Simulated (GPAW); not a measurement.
Pb:

```
Pb
1.0
     0.00000    3.43900    3.43900
     3.43900    0.00000    3.43900
     3.43900    3.43900    0.00000
Pb
2
Cartesian
  1.7195 1.7195 1.7195
  0.0000 0.0000 0.0000
```

This isn't the form of Pb at room conditions, which is fcc.

```yaml
Program: GPAW 26.7.0
Task: single point
Functional: PBEsol
Potentials_or_basis: PAW data sets generated in the run's folder for this functional
Cutoff: 600 eV
Basis: pw
k_mesh: 7 × 7 × 7
Occupations: fermi-dirac, width 0.05 eV
Spin: no spin polarisation
```

On this cell: pressure 0.1 GPa; largest force zero by symmetry; band gap on the k mesh none (metal or under the smearing width).

The same run follows on a disturbed copy (atoms moved at random, drawn with an rms of 0.05 Å):

```
Pb
1.0
     0.00000    3.43900    3.43900
     3.43900    0.00000    3.43900
     3.43900    3.43900    0.00000
Pb
2
Direct
  0.24233 0.24870 0.24871
  0.00968 0.98262 0.01781
```

Question: What does the disturbed cell give?

Answer: The energy (extrapolated to zero smearing) moves by +17.7 meV/atom; pressure 0.3 GPa; largest force 0.609 eV/Å; band gap on the k mesh none (metal or under the smearing width).

Forces on the atoms (eV/Å):
```
Pb   0.058  0.605  0.036
Pb  -0.058 -0.605 -0.036
```

Stress tensor (GPa, compression positive):
```
0.43 0.10 1.61
0.10 0.06 0.16
1.61 0.16 0.43
```
